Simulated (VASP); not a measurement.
# InP (F-43m) in VASP: single point with r2SCAN

Aim: the single point of InP with r2SCAN.

All numbers are computed with VASP 6.6.1; they aren't measurements. Logs are shortened: lines on timing, memory, paths and dates and some standing lists are left out, and cuts for length are marked.

**What was measured.**

A printed reference work, data compilation reports, for a bulk crystal of InP at 1.6 K: band gap 1.4236 eV (direct).

The results are compared with them further down.

### Step 1. The cell of the first run

Symmetry: F-43m, No. 216, cubic system. The conventional cell has a = 5.908 Å, b = 5.908 Å, c = 5.908 Å, α = 90.00°, β = 90.00°, γ = 90.00°. In (site symmetry -43m) has 4 P at 2.56 Å within 3.4 Å. Within 3.4 Å of P (site symmetry -43m) lie 4 In at 2.56 Å.

### Step 2. Single point, r2SCAN

Input file POSCAR:

```
InP
1.0
    0.0000000000      2.9538133483      2.9538133483
    2.9538133483      0.0000000000      2.9538133483
    2.9538133483      2.9538133483      0.0000000000
In P
1 1
Direct
    0.0000000000      0.0000000000      0.0000000000
    0.2500000000      0.2500000000      0.2500000000
```

Input file INCAR.step1:

```
PREC = Accurate ; ENCUT = 520
ISMEAR = 0 ; SIGMA = 0.01
LREAL = F ; LASPH = T
NELM = 60 ; NBANDS = 16
GGA = PE ; ALGO = Normal
EDIFF = 1E-4 ; LWAVE = T
LCHARG = F
```

Input file INCAR.step2:

```
PREC = Accurate ; ENCUT = 520
EDIFF = 1E-6 ; ISMEAR = 0
SIGMA = 0.01 ; LREAL = F
LASPH = T ; NELM = 60
ALGO = Normal ; ISIF = 2
LWAVE = F ; LCHARG = F
METAGGA = R2SCAN ; LMIXTAU = T
NBANDS = 16 ; ISTART = 1
```

Input file KPOINTS:

```
regular mesh
0
Gamma
  6 6 6
```

Potentials or basis: VASP PAW PBE potentials, release 64 (In_d, P).

Started as:

```console
$ cat potpaw_PBE.64/In_d/POTCAR potpaw_PBE.64/P/POTCAR > POTCAR
$ cp INCAR.step1 INCAR
$ mpirun -np 1 vasp_std > vasp.out
$ cp INCAR.step2 INCAR
$ mpirun -np 1 vasp_std > vasp.out
```

OUTCAR:

```text
PREC = Accurate
   ENCUT = 520
   EDIFF = 1E-6
   ISMEAR = 0
   LREAL = F
   LASPH = T
   NELM = 60
   ISIF = 2
   METAGGA = R2SCAN
   ISTART = 1

 ion  position               nearest neighbor table
   1  0.000  0.000  0.000-   2 2.56   2 2.56   2 2.56   2 2.56
   2  0.250  0.250  0.250-   1 2.56   1 2.56   1 2.56   1 2.56

  LATTYP: Found a face centered cubic cell.
 ALAT       =     5.9076266966

  Lattice vectors:

 A1 = (   0.0000000000,   2.9538133483,   2.9538133483)
 A2 = (   2.9538133483,   0.0000000000,   2.9538133483)
 A3 = (   2.9538133483,   2.9538133483,   0.0000000000)

Analysis of symmetry for initial positions (statically):
=====================================================================
 Subroutine PRICEL returns:
 Original cell was already a primitive cell.

 Routine SETGRP: Setting up the symmetry group for a
 face centered cubic supercell.

 Subroutine GETGRP returns: Found 24 space group operations
 (whereof 24 operations were pure point group operations)
 out of a pool of 48 trial point group operations.

The static configuration has the point symmetry T_d .

Analysis of symmetry for dynamics (positions and initial velocities):
=====================================================================
 Subroutine PRICEL returns:
 Original cell was already a primitive cell.

 Routine SETGRP: Setting up the symmetry group for a
 face centered cubic supercell.

 Subroutine GETGRP returns: Found 24 space group operations
 (whereof 24 operations were pure point group operations)
 out of a pool of 48 trial point group operations.

The dynamic configuration has the point symmetry T_d .

 Subroutine INISYM returns: Found 24 space group operations
 (whereof 24 operations are pure point group operations),
 and found     1 'primitive' translations

----------------------------------------------------------------------------------------

                                     Primitive cell

  volume of cell :      51.5441

  direct lattice vectors                    reciprocal lattice vectors
     0.000000000  2.953813348  2.953813348    -0.169272713  0.169272713  0.169272713
     2.953813348  0.000000000  2.953813348     0.169272713 -0.169272713  0.169272713
     2.953813348  2.953813348  0.000000000     0.169272713  0.169272713 -0.169272713
[... 70 lines left out ...]
   LNONCOLLINEAR =      F non collinear calculations
   LSORBIT =      F    spin-orbit coupling
   LASPH  =      T    aspherical Exc in radial PAW
   ENCUT  =  520.0 eV  38.22 Ry    6.18 a.u.   7.77  7.77  7.77*2*pi/ulx,y,z
   NELM   =     60;   NELMIN=  2; NELMDL=  0     # of ELM steps
   EDIFF  = 0.1E-05   stopping-criterion for ELM
   LREAL  =      F    real-space projection
   EDIFFG = 0.1E-04   stopping-criterion for IOM
   NSW    =      0    number of steps for IOM
   IBRION =     -1    ionic relax: 0-MD 1-quasi-New 2-CG
   NFREE  =      0    steps in history (QN), initial steepest desc. (CG)
   ISIF   =      2    stress and relaxation
   ISYM   =      2    0-nonsym 1-usesym 2-fastsym
   POTIM  = 0.5000    time-step for ionic-motion
   TEBEG  =    0.0;   TEEND  =   0.0 temperature during run
   PSTRESS=    0.0 pullay stress
   NELECT =      18.0000    total number of electrons
   NUPDOWN=      -1.0000    fix difference up-down
   EMIN   =  10.00;   EMAX   =-10.00  energy-range for DOS
   EFERMI =   0.00;   METHOD = LEGACY
   ISMEAR =     0;   SIGMA  =   0.01  broadening in eV -4-tet -1-fermi 0-gaus
   EFERMI_NEDOS =   21; number of points for ismear=-14 and -15
   IALGO  =     38    algorithm
   IMIX   =      4    mixing-type and parameters
     AMIX     =   0.40;   BMIX     =  1.00
     AMIX_MAG =   1.60;   BMIX_MAG =  1.00
  volume/ion in A,a.u.               =      25.77       173.92
  Fermi-wavevector in a.u.,A,eV,Ry     =   1.152850  2.178570 18.082986  1.329062
  Thomas-Fermi vector in A             =   2.289498
   LORBIT       =      0    0 simple, 1 ext, 2 COOP (PROOUT), +10 PAW based schemes
   METAGGA = R2SCAN    functional components
   LHFCALC =     F    Hartree Fock is set to
   AEXX    =    0.0000 exact exchange contribution
   IVDW    =     0    specifies the selected vdW correction
   LEPSILON=     F    determine dielectric tensor
   LRPA    =     F    only Hartree local field effects (RPA)
 non-spin polarized calculation
 Gauss-broadening in eV      SIGMA  =   0.01
  energy-cutoff  :      520.00
  volume of cell :       51.54
 maximum number of plane-waves:      1411
   NGX = 15   NGY = 15   NGZ = 15

 number of electron      18.0000009 magnetization

 Free energy of the ion-electron system (eV)
  ---------------------------------------------------
  ext. energy  EPLUGINS =         0.00000000
  ---------------------------------------------------
  free energy    TOTEN  =       -32.28840166 eV

  energy without entropy =      -32.28840166  energy(sigma->0) =      -32.28840166

 E-fermi :   4.8278     XC(G=0):  -9.7688

 val. band max:        4.7584937159   @ k =   0.0000   0.0000   0.0000
 cond. band min:       5.7870641115   @ k =   0.0000   0.0000   0.0000
 fundamental gap:      1.0285703956
 Fermi energy:         4.8277615450

 k-point     1 :       0.0000    0.0000    0.0000
  band No.  band energies     occupation
      1      -9.8592      2.00000
      2      -9.8592      2.00000
      3      -9.8592      2.00000
      4      -9.6928      2.00000
      5      -9.6928      2.00000
      6      -7.0765      2.00000
[... 281 lines left out ...]
      3      -9.7601      2.00000
      4      -9.7217      2.00000
      5      -9.6709      2.00000
      6      -4.6441      2.00000
[... 8 lines left out ...]
     15      16.5471      0.00000
     16      17.3015      0.00000

------------------------ aborting loop because EDIFF is reached ----------------------------------------

  FORCE on cell =-STRESS in cart. coord.  units (eV):
  Direction    XX          YY          ZZ          XY          YZ          ZX
  --------------------------------------------------------------------------------------
  -------------------------------------------------------------------------------------
  Total       -0.0404189     -0.0404189     -0.0404189      0.0000000      0.0000000     -0.0000000
  in kB       -1.2563643     -1.2563643     -1.2563643      0.0000000      0.0000000     -0.0000000
  external PRESSURE =      -1.2563643 kB  Pullay stress =       0.0000000 kB

 VOLUME and BASIS-vectors are now :
 -----------------------------------------------------------------------------
  energy-cutoff  :      520.00
  volume of cell :       51.54
      direct lattice vectors                 reciprocal lattice vectors
     0.000000000  2.953813348  2.953813348    -0.169272713  0.169272713  0.169272713
     2.953813348  0.000000000  2.953813348     0.169272713 -0.169272713  0.169272713
     2.953813348  2.953813348  0.000000000     0.169272713  0.169272713 -0.169272713

 POSITION                                       TOTAL-FORCE (eV/Angst)
 -----------------------------------------------------------------------------------
      0.00000      0.00000      0.00000         0.000000      0.000000      0.000000
      1.47691      1.47691      1.47691        -0.000000     -0.000000     -0.000000
 -----------------------------------------------------------------------------------
    total drift:                               -0.000002     -0.000002     -0.000002

  FREE ENERGIE OF THE ION-ELECTRON SYSTEM (eV)
  ---------------------------------------------------
  free  energy   TOTEN  =       -32.2884016613 eV

  energy  without entropy=      -32.2884016613  energy(sigma->0) =      -32.28840166
```

Wall time 29 s (1 thread of AMD EPYC 7R13, shared host); peak memory 0.18 GiB.

Results:

- Free energy: -32.2884 eV
- Pressure: -0.1 GPa
- Band gap on the k mesh: 1.03 eV, direct

Caveat: the PAW data sets were made with another functional, which shifts forces and pressure a little; spin-orbit coupling is left out, which moves the levels of the heavy elements.

### Step 3. Comparison with measurements

Step 2. A measured gap of InP is 1.4236 eV (direct; 1.6 K; a printed reference work, data compilation); the calculated 1.03 eV misses it by -0.40 eV. Spin-orbit coupling on In is left out. The value is that of r2SCAN, without temperature or zero-point motion.
